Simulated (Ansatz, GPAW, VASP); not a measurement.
KCl: 3 runs at one level of theory

```
CELL_PARAMETERS angstrom
0.00000 3.14647 3.14647
3.14647 0.00000 3.14647
3.14647 3.14647 0.00000
ATOMIC_POSITIONS crystal
K 0.00000 0.00000 0.00000
Cl 0.50000 0.50000 0.50000
```

Alike in all runs: task single point; functional RPBE; k mesh 7 × 7 × 7; occupations gaussian, width 0.1 eV; no spin polarisation; no spin-orbit coupling. Pressure is positive in compression and, in plane waves, holds the error of the finite cutoff.

```tsv
program and potentials	plane-wave cutoff (eV)	notes	pressure (GPa)
Ansatz, all-electron LAPW, scalar-relativistic	-	-	2.36
VASP, PBE PAW files Cl, K_sv, release 54, 520 eV	520	potentials made for PBE	2.38
GPAW, the program's PAW data sets (release 1.2.1) made for this functional	600	-	2.29
```

The pressure spans 2.29 (GPAW, the program's PAW data sets (release 1.2.1) made for this functional) to 2.38 GPa (VASP, PBE PAW files Cl, K_sv, release 54, 520 eV), with all-electron results at 2.36.

The functional is the same throughout but for its coding, so the spread measures potentials, basis and numerics; runs on potential files found faulty are left out.
